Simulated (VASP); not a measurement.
# RbBr (Fm-3m) in VASP: a series of runs

Runs on RbBr. Level: r2SCAN. Tasks: single point.

Program: VASP 6.6.1. These are calculated values, not measurements. Logs are shortened: lines on timing, memory, paths and dates and some standing lists are left out, and cuts for length are marked.

### Step 1. Starting point

Symmetry: Fm-3m, No. 225, cubic system. The conventional cell has a = 6.854 Å, b = 6.854 Å, c = 6.854 Å, α = 90.00°, β = 90.00°, γ = 90.00°. Rb (site symmetry m-3m) has 6 Br at 3.43 Å as nearest neighbours. Br (site symmetry m-3m) is surrounded by 6 Rb at 3.43 Å.

### Step 2. Single point, r2SCAN

INCAR

```
SYSTEM = RbBr
PREC = Accurate
ENCUT = 500
EDIFF = 1E-6
ISMEAR = 0
SIGMA = 0.05
LREAL = Auto
LASPH = .TRUE.
NELM = 100
ALGO = Normal
ISIF = 2
LWAVE = .FALSE.
LCHARG = .FALSE.
METAGGA = R2SCAN
LMIXTAU = .TRUE.
ADDGRID = .FALSE.
```

KPOINTS

```
Automatic mesh
0
G
  7 7 7
  0 0 0
```

POSCAR

```
RbBr
1.0
    0.0000000000      3.4270000000      3.4270000000
    3.4270000000      0.0000000000      3.4270000000
    3.4270000000      3.4270000000      0.0000000000
Rb Br
1 1
Direct
    0.0000000000      0.0000000000      0.0000000000
    0.5000000000      0.5000000000      0.5000000000
```

Potentials or basis: VASP PAW PBE potentials, release 64 (Rb_sv, Br).

Command:

```
$ cat potpaw_PBE.64/Rb_sv/POTCAR potpaw_PBE.64/Br/POTCAR > POTCAR
$ mpirun -np 1 vasp_std > vasp.out
```

OUTCAR:

```text
SYSTEM = RbBr
   PREC = Accurate
   ENCUT = 500
   EDIFF = 1E-6
   ISMEAR = 0
   LREAL = Auto
   LASPH = .TRUE.
   NELM = 100
   ISIF = 2
   METAGGA = R2SCAN

 Found     20 irreducible k-points:

 Following reciprocal coordinates:
            Coordinates               Weight
  0.000000  0.000000  0.000000      1.000000
  0.142857  0.000000  0.000000      8.000000
  0.285714  0.000000  0.000000      8.000000
  0.428571  0.000000  0.000000      8.000000
  0.142857  0.142857  0.000000      6.000000
  0.285714  0.142857  0.000000     24.000000
   k-points           NKPTS =     20   k-points in BZ     NKDIM =     20   number of bands    NBANDS=     12
   number of dos      NEDOS =    301   number of ions     NIONS =      2
   total plane-waves  NPLWV =  46656
   dimension x,y,z NGX =    36 NGY =   36 NGZ =   36
   dimension x,y,z NGXF=    72 NGYF=   72 NGZF=   72
   ions per type =               1   1
   NGX,Y,Z   is equivalent  to a cutoff of  12.35, 12.35, 12.35 a.u.
   NGXF,Y,Z  is equivalent  to a cutoff of  24.70, 24.70, 24.70 a.u.
 SYSTEM =  RbBr
   PREC   = accura    normal or accurate (medium, high low for compatibility)
   ISTART =      0    job   : 0-new  1-cont  2-samecut
   ICHARG =      2    charge: 1-file 2-atom 10-const
   ISPIN  =      1    spin polarized calculation?
   LNONCOLLINEAR =      F non collinear calculations
   LSORBIT =      F    spin-orbit coupling
   LASPH  =      T    aspherical Exc in radial PAW
   ENCUT  =  500.0 eV  36.75 Ry    6.06 a.u.   8.84  8.84  8.84*2*pi/ulx,y,z
   NELM   =    100;   NELMIN=  2; NELMDL= -5     # of ELM steps
   EDIFF  = 0.1E-05   stopping-criterion for ELM
   LREAL  =      T    real-space projection
   EDIFFG = 0.1E-04   stopping-criterion for IOM
   NSW    =      0    number of steps for IOM
   IBRION =     -1    ionic relax: 0-MD 1-quasi-New 2-CG
   NFREE  =      0    steps in history (QN), initial steepest desc. (CG)
   ISIF   =      2    stress and relaxation
   ISYM   =      2    0-nonsym 1-usesym 2-fastsym
   POTIM  = 0.5000    time-step for ionic-motion
   TEBEG  =    0.0;   TEEND  =   0.0 temperature during run
   PSTRESS=    0.0 pullay stress
   NELECT =      16.0000    total number of electrons
   NUPDOWN=      -1.0000    fix difference up-down
   EMIN   =  10.00;   EMAX   =-10.00  energy-range for DOS
   EFERMI =   0.00;   METHOD = LEGACY
   ISMEAR =     0;   SIGMA  =   0.05  broadening in eV -4-tet -1-fermi 0-gaus
   EFERMI_NEDOS =   21; number of points for ismear=-14 and -15
   IALGO  =     38    algorithm
   IMIX   =      4    mixing-type and parameters
     AMIX     =   0.40;   BMIX     =  1.00
     AMIX_MAG =   1.60;   BMIX_MAG =  1.00
  volume/ion in A,a.u.               =      40.25       271.61
  Fermi-wavevector in a.u.,A,eV,Ry     =   0.955412  1.805467 12.419564  0.912812
  Thomas-Fermi vector in A             =   2.084247
   LORBIT       =      0    0 simple, 1 ext, 2 COOP (PROOUT), +10 PAW based schemes
   METAGGA = R2SCAN    functional components
   LHFCALC =     F    Hartree Fock is set to
   AEXX    =    0.0000 exact exchange contribution
   IVDW    =     0    specifies the selected vdW correction
   LEPSILON=     F    determine dielectric tensor
   LRPA    =     F    only Hartree local field effects (RPA)
 non-spin polarized calculation
 Gauss-broadening in eV      SIGMA  =   0.05
  energy-cutoff  :      500.00
  volume of cell :       80.50
 maximum number of plane-waves:      2085
   NGX = 17   NGY = 17   NGZ = 17

 number of electron      15.9999999 magnetization

 Free energy of the ion-electron system (eV)
  ---------------------------------------------------
  ext. energy  EPLUGINS =         0.00000000
  ---------------------------------------------------
  free energy    TOTEN  =       -31.15185289 eV

  energy without entropy =      -31.15185289  energy(sigma->0) =      -31.15185289

 E-fermi :  -1.8750     XC(G=0):  -7.6317

 val. band max:       -2.1587243500   @ k =   0.0000   0.0000   0.0000
 cond. band min:       2.8110356175   @ k =   0.0000   0.0000   0.0000
 fundamental gap:      4.9697599675
 Fermi energy:        -1.8749640752

 k-point     1 :       0.0000    0.0000    0.0000
  band No.  band energies     occupation
      1     -27.3134      2.00000
      2     -14.7722      2.00000
      3     -10.8428      2.00000
      4     -10.8428      2.00000
      5     -10.8428      2.00000
      6      -2.1587      2.00000
      7      -2.1587      2.00000
      8      -2.1587      2.00000
      9       2.8110      0.00000
     10       5.7220      0.00000
     11       5.7220      0.00000
     12       5.7220      0.00000

 k-point     2 :       0.1429    0.0000    0.0000
  band No.  band energies     occupation
      1     -27.3116      2.00000
      2     -14.7802      2.00000
      3     -10.8440      2.00000
      4     -10.8440      2.00000
      5     -10.8326      2.00000
      6      -2.3828      2.00000
      7      -2.2287      2.00000
      8      -2.2287      2.00000
      9       3.2887      0.00000
     10       5.5646      0.00000
     11       5.9744      0.00000
     12       5.9745      0.00000

 k-point     3 :       0.2857    0.0000    0.0000
  band No.  band energies     occupation
      1     -27.3074      2.00000
      2     -14.7981      2.00000
      3     -10.8466      2.00000
      4     -10.8466      2.00000
      5     -10.8098      2.00000
      6      -2.8049      2.00000
      7      -2.3781      2.00000
      8      -2.3781      2.00000
      9       4.3302      0.00000
     10       5.5587      0.00000
     11       6.6939      0.00000
     12       6.6940      0.00000

 k-point     4 :       0.4286    0.0000    0.0000
  band No.  band energies     occupation
      1     -27.3041      2.00000
      2     -14.8123      2.00000
      3     -10.8487      2.00000
      4     -10.8487      2.00000
      5     -10.7917      2.00000
      6      -3.0907      2.00000
      7      -2.4911      2.00000
      8      -2.4911      2.00000
      9       5.0445      0.00000
     10       6.0078      0.00000
     11       7.7311      0.00000
     12       7.7311      0.00000

 k-point     5 :       0.1429    0.1429    0.0000
  band No.  band energies     occupation
      1     -27.3110      2.00000
      2     -14.7790      2.00000
      3     -10.8561      2.00000
      4     -10.8561      2.00000
      5     -10.8190      2.00000
      6      -2.4888      2.00000
      7      -2.2010      2.00000
      8      -2.2010      2.00000
      9       3.3876      0.00000
     10       5.1807      0.00000
     11       6.2536      0.00000
     12       6.2536      0.00000

 k-point     6 :       0.2857    0.1429    0.0000
  band No.  band energies     occupation
      1     -27.3076      2.00000
      2     -14.7850      2.00000
      3     -10.8657      2.00000
      4     -10.8622      2.00000
      5     -10.8194      2.00000
      6      -2.7435      2.00000
      7      -2.3276      2.00000
      8      -2.2902      2.00000
      9       4.1754      0.00000
     10       4.9888      0.00000
     11       6.8428      0.00000
     12       6.9759      0.00000

 [... further k-points ...]

------------------------ aborting loop because EDIFF is reached ----------------------------------------

  FORCE on cell =-STRESS in cart. coord.  units (eV):
  Direction    XX          YY          ZZ          XY          YZ          ZX
  --------------------------------------------------------------------------------------
  -------------------------------------------------------------------------------------
  Total        0.2471131      0.2471131      0.2471131      0.0000000      0.0000000      0.0000000
  in kB        4.9185156      4.9185156      4.9185156      0.0000000      0.0000000      0.0000000
  external PRESSURE =       4.9185156 kB  Pullay stress =       0.0000000 kB

 VOLUME and BASIS-vectors are now :
 -----------------------------------------------------------------------------
  energy-cutoff  :      500.00
  volume of cell :       80.50
      direct lattice vectors                 reciprocal lattice vectors
     0.000000000  3.427000000  3.427000000    -0.145900204  0.145900204  0.145900204
     3.427000000  0.000000000  3.427000000     0.145900204 -0.145900204  0.145900204
     3.427000000  3.427000000  0.000000000     0.145900204  0.145900204 -0.145900204

 POSITION                                       TOTAL-FORCE (eV/Angst)
 -----------------------------------------------------------------------------------
      0.00000      0.00000      0.00000         0.000000     -0.000000      0.000000
      3.42700      3.42700      3.42700        -0.000000      0.000000     -0.000000
 -----------------------------------------------------------------------------------
    total drift:                                0.000000      0.000000      0.000000

  FREE ENERGIE OF THE ION-ELECTRON SYSTEM (eV)
  ---------------------------------------------------
  free  energy   TOTEN  =       -31.1518528932 eV

  energy  without entropy=      -31.1518528932  energy(sigma->0) =      -31.15185289
```

It took 3.2 min on 1 thread of AMD EPYC 7R13 (Zen 3), shared host; peak memory 0.17 GiB.

The run converged, but some of its settings lie outside the range that counts as converged, so its numbers aren't taken as properties of the crystal.

What came out:

- Free energy: -31.1519 eV
- Pressure: 0.5 GPa
- Band gap on the k mesh: 4.97 eV, direct

Caveat: the PAW data sets were made with another functional, which shifts forces and pressure a little; an odd mesh through Γ misses points on the zone boundary, where band edges often lie.

### Step 3. Single point, r2SCAN

Changes to INCAR since step 2:

```diff
@@ -3,6 +3,6 @@
 ENCUT = 500
-EDIFF = 1E-6
+EDIFF = 1E-4
 ISMEAR = 0
 SIGMA = 0.05
-LREAL = Auto
+LREAL = .FALSE.
 LASPH = .TRUE.
```

KPOINTS is that of step 2.

POSCAR is that of step 2.

Potentials or basis: VASP PAW PBE potentials, release 64 (Rb_sv, Br).

Command:

```
$ cat potpaw_PBE.64/Rb_sv/POTCAR potpaw_PBE.64/Br/POTCAR > POTCAR
$ mpirun -np 1 vasp_std > vasp.out
```

OUTCAR:

```text
SYSTEM = RbBr
   PREC = Accurate
   ENCUT = 500
   EDIFF = 1E-4
   ISMEAR = 0
   LREAL = .FALSE.
   LASPH = .TRUE.
   NELM = 100
   ISIF = 2
   METAGGA = R2SCAN

 Found     20 irreducible k-points:

 Following reciprocal coordinates:
            Coordinates               Weight
  0.000000  0.000000  0.000000      1.000000
  0.142857  0.000000  0.000000      8.000000
  0.285714  0.000000  0.000000      8.000000
  0.428571  0.000000  0.000000      8.000000
  0.142857  0.142857  0.000000      6.000000
  0.285714  0.142857  0.000000     24.000000
   k-points           NKPTS =     20   k-points in BZ     NKDIM =     20   number of bands    NBANDS=     12
   number of dos      NEDOS =    301   number of ions     NIONS =      2
   total plane-waves  NPLWV =  46656
   dimension x,y,z NGX =    36 NGY =   36 NGZ =   36
   dimension x,y,z NGXF=    72 NGYF=   72 NGZF=   72
   ions per type =               1   1
   NGX,Y,Z   is equivalent  to a cutoff of  12.35, 12.35, 12.35 a.u.
   NGXF,Y,Z  is equivalent  to a cutoff of  24.70, 24.70, 24.70 a.u.
 SYSTEM =  RbBr
   PREC   = accura    normal or accurate (medium, high low for compatibility)
   ISTART =      0    job   : 0-new  1-cont  2-samecut
   ICHARG =      2    charge: 1-file 2-atom 10-const
   ISPIN  =      1    spin polarized calculation?
   LNONCOLLINEAR =      F non collinear calculations
   LSORBIT =      F    spin-orbit coupling
[... 71 lines left out ...]
     11       5.7219      0.00000
     12       5.7219      0.00000
[... 61 lines left out ...]
 k-point     6 :       0.2857    0.1429    0.0000
  band No.  band energies     occupation
      1     -27.3072      2.00000
      2     -14.7852      2.00000
      3     -10.8651      2.00000
      4     -10.8616      2.00000
      5     -10.8189      2.00000
      6      -2.7439      2.00000
      7      -2.3280      2.00000
      8      -2.2905      2.00000
      9       4.1750      0.00000
     10       4.9887      0.00000
     11       6.8428      0.00000
     12       6.9759      0.00000

 [... further k-points ...]

------------------------ aborting loop because EDIFF is reached ----------------------------------------

  FORCE on cell =-STRESS in cart. coord.  units (eV):
  Direction    XX          YY          ZZ          XY          YZ          ZX
  --------------------------------------------------------------------------------------
  -------------------------------------------------------------------------------------
  Total        0.2429723      0.2429723      0.2429723      0.0000000      0.0000000      0.0000000
  in kB        4.8360971      4.8360971      4.8360971      0.0000000      0.0000000      0.0000000
  external PRESSURE =       4.8360971 kB  Pullay stress =       0.0000000 kB

 VOLUME and BASIS-vectors are now :
 -----------------------------------------------------------------------------
  energy-cutoff  :      500.00
  volume of cell :       80.50
      direct lattice vectors                 reciprocal lattice vectors
     0.000000000  3.427000000  3.427000000    -0.145900204  0.145900204  0.145900204
     3.427000000  0.000000000  3.427000000     0.145900204 -0.145900204  0.145900204
     3.427000000  3.427000000  0.000000000     0.145900204  0.145900204 -0.145900204

 POSITION                                       TOTAL-FORCE (eV/Angst)
 -----------------------------------------------------------------------------------
      0.00000      0.00000      0.00000        -0.000000     -0.000000     -0.000000
      3.42700      3.42700      3.42700         0.000000      0.000000      0.000000
 -----------------------------------------------------------------------------------
    total drift:                                0.000000      0.000000      0.000000

  FREE ENERGIE OF THE ION-ELECTRON SYSTEM (eV)
  ---------------------------------------------------
  free  energy   TOTEN  =       -31.1516131190 eV

  energy  without entropy=      -31.1516131190  energy(sigma->0) =      -31.15161312
```

OSZICAR:

```text
N       E                     dE             d eps       ncg     rms          rms(c)
DAV:   1     0.651698429441E+02    0.65170E+02   -0.67874E+03   480   0.113E+03
DAV:   2    -0.298827576373E+02   -0.95053E+02   -0.88131E+02   716   0.191E+02
DAV:   3    -0.355867166737E+02   -0.57040E+01   -0.56809E+01   608   0.545E+01
DAV:   4    -0.357247999356E+02   -0.13808E+00   -0.13793E+00   744   0.788E+00
DAV:   5    -0.357257618487E+02   -0.96191E-03   -0.96181E-03   628   0.697E-01    0.233E+00
DAV:   6    -0.315198772331E+02    0.42059E+01   -0.12573E+00   748   0.815E+00    0.195E+00
DAV:   7    -0.306834129790E+02    0.83646E+00   -0.33765E-01   820   0.554E+00    0.724E-01
DAV:   8    -0.315027310804E+02   -0.81932E+00   -0.45104E-01   624   0.565E+00    0.569E-01
DAV:   9    -0.309624293548E+02    0.54030E+00   -0.21447E-01   480   0.595E+00    0.360E-01
DAV:  10    -0.311371412119E+02   -0.17471E+00   -0.88510E-02   480   0.363E+00    0.255E-01
DAV:  11    -0.311470158354E+02   -0.98746E-02   -0.14225E-02   528   0.132E+00    0.118E-01
DAV:  12    -0.311311149441E+02    0.15901E-01   -0.19954E-02   480   0.155E+00    0.126E-01
DAV:  13    -0.311495974709E+02   -0.18483E-01   -0.21244E-02   480   0.165E+00    0.283E-02
DAV:  14    -0.311507950079E+02   -0.11975E-02   -0.47539E-04   568   0.254E-01    0.169E-02
DAV:  15    -0.311514399403E+02   -0.64493E-03   -0.18640E-04   448   0.153E-01    0.767E-03
DAV:  16    -0.311515868165E+02   -0.14688E-03   -0.36086E-05   396   0.813E-02    0.251E-03
DAV:  17    -0.311516131190E+02   -0.26302E-04   -0.14192E-05   336   0.531E-02
   1 F= -.31151613E+02 E0= -.31151613E+02  d E =-.238422E-17
```

It took 2 min on 1 thread of AMD EPYC 7R13 (Zen 3), shared host; peak memory 0.19 GiB.

These settings aren't checked as converged: the numbers below hold their error.

Results:

- Free energy: -31.1516 eV
- Pressure: 0.5 GPa
- Band gap on the k mesh: 4.97 eV, direct

Caveat: the PAW data sets were made with another functional, which shifts forces and pressure a little; an odd mesh through Γ misses points on the zone boundary, where band edges often lie.

### Step 4. Single point, r2SCAN

Changes to INCAR since step 3:

```diff
@@ -2,4 +2,4 @@
 PREC = Accurate
-ENCUT = 500
-EDIFF = 1E-4
+ENCUT = 400
+EDIFF = 1E-6
 ISMEAR = 0
```

KPOINTS

```
Automatic mesh
0
G
  8 8 8
  0 0 0
```

POSCAR is that of step 3.

Command:

```
$ cat potpaw_PBE.64/Rb_sv/POTCAR potpaw_PBE.64/Br/POTCAR > POTCAR
$ mpirun -np 1 vasp_std > vasp.out
```

It took 1.8 min on 1 thread of AMD EPYC 7R13 (Zen 3), shared host; peak memory 0.16 GiB.

The run converged, but some of its settings lie outside the range that counts as converged, so its numbers aren't taken as properties of the crystal.

Results:

- Free energy: -31.1515 eV
- Pressure: 0.5 GPa
- Band gap on the k mesh: 4.97 eV, direct

Caveat: the PAW data sets were made with another functional, which shifts forces and pressure a little.

### Step 5. For comparison

An earlier run on the cell as given: functional PBE; potentials or basis VASP PAW PBE potentials, release 64 (Rb_sv, Br); cutoff 520 eV; k mesh 7 × 7 × 7; occupations fermi-dirac, width 0.05 eV; no spin polarisation.

* Pressure: 1.0 GPa
* Band gap on the k mesh: 4.36 eV, direct
